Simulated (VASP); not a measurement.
Write the native input for VASP 6.6.1 that does the following.

```yaml
Task: relaxation of cell and atoms
Functional: LDA
Potentials_or_basis: VASP PAW LDA potentials, release 64 (Sc_sv, Al, N)
Cutoff: 600 eV
k_mesh: 6 × 6 × 3
Occupations: gaussian, width 0.03 eV
Spin: no spin polarisation
Further_INCAR_settings: LREAL = Auto; ALGO = Normal; EDIFF = 1e-07; IBRION = 2; EDIFFG = -0.005; NSW = 90; ISIF = 3
```

The structure of ScAl15N16 lies in POSCAR:

```
ScAl15N16                               
1.0
   -3.1165892869     -5.3980909847      0.0000000000
    6.2331785738     -0.0000000000     -0.0000000000
    0.0000000000      0.0000000000      9.9356293149
  Sc              Al              N             
     1    15    16
Direct
     0.1666666699999979    0.8333333300000021    0.9968842643516823
     0.1666666699999979    0.8333333300000021    0.4994121450366841
     0.1687628853340605    0.3343814376670334    0.9989058268216428
     0.1652761544026366    0.3326380722013215    0.4995908479242805
     0.6656185623329667    0.8312371146659572    0.9989058268216428
     0.6673619277986788    0.8347238455973642    0.4995908479242805
     0.6656185623329667    0.3343814376670158    0.9989058268216428
     0.6673619277986788    0.3326380722013205    0.4995908479242805
     0.3343543872978801    0.1687087845957491    0.2529946582072317
     0.3353864087700065    0.1707728275399853    0.7464566496853979
     0.3343543872978801    0.6656456127021245    0.2529946582072317
     0.3353864087700065    0.6646135912300150    0.7464566496853979
     0.8333333300000021    0.1666666699999979    0.2485612216293225
     0.8333333300000021    0.1666666699999979    0.7495474311343733
     0.8312912154042460    0.6656456127021200    0.2529946582072317
     0.8292271724599932    0.6646135912299935    0.7464566496853979
     0.1666666699999979    0.8333333300000021    0.2040792346837773
     0.1666666699999979    0.8333333300000021    0.6927101972594579
     0.1674978987286322    0.3337489443643192    0.1909021000952693
     0.1643181113149658    0.3321590506574861    0.6889491190843113
     0.6662510556356807    0.8325021012713660    0.1909021000952693
     0.6678409493425138    0.8356818886850290    0.6889491190843113
     0.6662510556356807    0.3337489443643211    0.1909021000952693
     0.6678409493425138    0.3321590506574912    0.6889491190843113
     0.3341226156303145    0.1682452412606175    0.4431795051909672
     0.3432038289538137    0.1864076679073482    0.9350432884394110
     0.3341226156303145    0.6658773843696905    0.4431795051909672
     0.3432038289538137    0.6567961710464594    0.9350432884394110
     0.8333333300000021    0.1666666699999979    0.4391607708462472
     0.8333333300000021    0.1666666699999979    0.9415787487128842
     0.8317547587393773    0.6658773843696857    0.4431795051909672
     0.8135923320923788    0.6567961710461863    0.9350432884394110
```

The cell was built by a generator and needn't be a form met in nature.

One way to write it, as run:

INCAR

```
SYSTEM = ScAl15N16
ALGO     = Normal         ! electronic algorithm
EDIFF    = 1E-7           ! SCF threshold, eV
EDIFFG   = -0.005         ! ionic threshold
ENCUT    = 600            ! plane-wave cutoff, eV
GGA      = CA             ! functional
IBRION   = 2              ! ionic algorithm
ISIF     = 3              ! what is computed and relaxed
ISMEAR   = 0              ! smearing method
KPAR     = 8            
LASPH    = .TRUE.         ! aspherical terms in the spheres
LCHARG   = .FALSE.        ! write CHGCAR
LREAL    = Auto         
LWAVE    = .FALSE.        ! write WAVECAR
NELM     = 80             ! most SCF steps
NSW      = 90             ! ionic steps
PREC     = Accurate       ! precision mode
SIGMA    = 0.03           ! smearing width, eV
```

KPOINTS

```
k-points
0
G
  6 6 3
  0 0 0
```

Potentials or basis: VASP PAW LDA potentials, release 64 (Sc_sv, Al, N).

The run is started by

```sh
$ cat potpaw_LDA.64/Sc_sv/POTCAR potpaw_LDA.64/Al/POTCAR potpaw_LDA.64/N/POTCAR > POTCAR
$ mpirun -np 8 vasp_std > vasp.out
```

Results of the run:

```
Relaxed volume                         : 10.45 Å³/atom
Relaxed cell                           : a = 6.233 Å, b = 6.233 Å, c = 9.936 Å, α = 90.00°, β = 90.00°, γ = 120.00°
Space group after relaxing (to 0.05 Å) : P3m1 (No. 156)
Energy gained by relaxing              : 0.0 meV/atom
Ionic steps                            : 2
Pressure after relaxing                : 0.0 GPa
Largest force after relaxing           : 0.005 eV/Å
Band gap on the k mesh                 : 4.31 eV, direct
```

Caveat: an odd mesh through Γ misses points on the zone boundary, where band edges often lie.

Run time: 4.1 min on 8 MPI ranks on Intel(R) Xeon(R) Platinum 8488C (Sapphire Rapids), with other jobs on the host, peak memory 0.64 GiB a rank.
